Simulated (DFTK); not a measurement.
Ca, 1 atom in the cell. The typed cell holds 1 atom: a = 3.928 Å, b = 3.875 Å, c = 4.059 Å, α = 60.27°, β = 59.78°, γ = 59.78°.  The cell isn't the ideal one: cell strained at random at fixed volume.

```yaml
Program: DFTK 0.8.2
Task: single point
Functional: PBE
Potentials_or_basis: dojo.nc.sr.pbe.v0_4_1.standard.upf (PBE)
Cutoff: 1034 eV
k_mesh: 8 × 8 × 8
Occupations: fermi-dirac, width 0.05 eV
Spin: no spin polarisation
Valence_electrons: Ca 10
SCF_tolerance_on_the_density: 1e-06
```

Potentials or basis: dojo.nc.sr.pbe.v0_4_1.standard.upf (PBE).

The run is started by

```console
$ julia --threads=1 run.jl  # save.jl only writes the numbers to a file and isn't shown; printed stress counts tension as positive; times include loading and compiling
```

Hardware: 1 thread of Intel(R) Xeon(R) Platinum 8259CL CPU @ 2.50GHz (Skylake/Cascade Lake) (shared host).

Task: Estimate the wall time of this run.

Result: Wall time 27 min on 1 thread of Intel(R) Xeon(R) Platinum 8259CL CPU @ 2.50GHz (Skylake/Cascade Lake), on a shared host, peak memory 4.5 GiB. Counts: scf iterations 10, k points 512, plane waves 3311, bands 10.
